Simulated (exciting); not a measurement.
A run of exciting (release sodium) is set up as follows.

File input.xml:

```xml
<input>
  <title>GaN</title>
  <structure speciespath="./" tshift="false">
    <crystal scale="1">
      <basevect>0.000000000000 4.258498969853 4.258498969853</basevect>
      <basevect>4.258498969853 0.000000000000 4.258498969853</basevect>
      <basevect>4.258498969853 4.258498969853 0.000000000000</basevect>
    </crystal>
    <species speciesfile="Ga.xml" rmt="2">
      <atom coord="0.000000000000 0.000000000000 0.000000000000"/>
    </species>
    <species speciesfile="N.xml" rmt="1.45">
      <atom coord="0.250000000000 0.250000000000 0.250000000000"/>
    </species>
  </structure>
  <groundstate do="fromscratch" ngridk="9 9 9" rgkmax="6" gmaxvr="14" lmaxapw="10" lmaxmat="10" lmaxvr="8" xctype="LDA_PW" stype="Gaussian" swidth="0.00018375" nempty="10" ValenceRelativity="iora*" epsengy="1e-05" epspot="1e-05" maxscl="60" outputlevel="normal"/>
  <properties>
    <wannier do="fromscratch">
      <group fst="7" lst="9" method="opfmax"/>
    </wannier>
  </properties>
</input>
```

Potentials or basis: all-electron LAPW+lo, shipped species files, valence relativity iora*.

The run is started by

```sh
$ OMP_NUM_THREADS=1 exciting_smp
```

Problem. Predict the total Wannier spread.

Solution. 5.09 Å² over 3 functions.

Problem. Estimate the band gap on the k mesh.

Solution. 1.72 eV, direct.

Wannier centres (Å) and spreads (Å²):
```tsv
function	x	y	z	spread
1	1.064	1.003	1.064	1.696
2	1.064	1.189	1.250	1.696
3	1.250	1.189	1.064	1.696
```

**What was measured.**

A printed reference work, textbook reports, for a bulk crystal of GaN at 0 K: band gap 3.299 eV (direct).

Against the measured gap of GaN, 3.299 eV (direct; 0 K; a printed reference work, textbook), the calculated 1.72 eV is off by -1.58 eV. Spin-orbit coupling on Ga is left out. The value is that of LDA, without temperature or zero-point motion. Semilocal functionals fall short of measured gaps as a rule. The cell is a database's relaxed one, not the measured one, which moves gaps too.
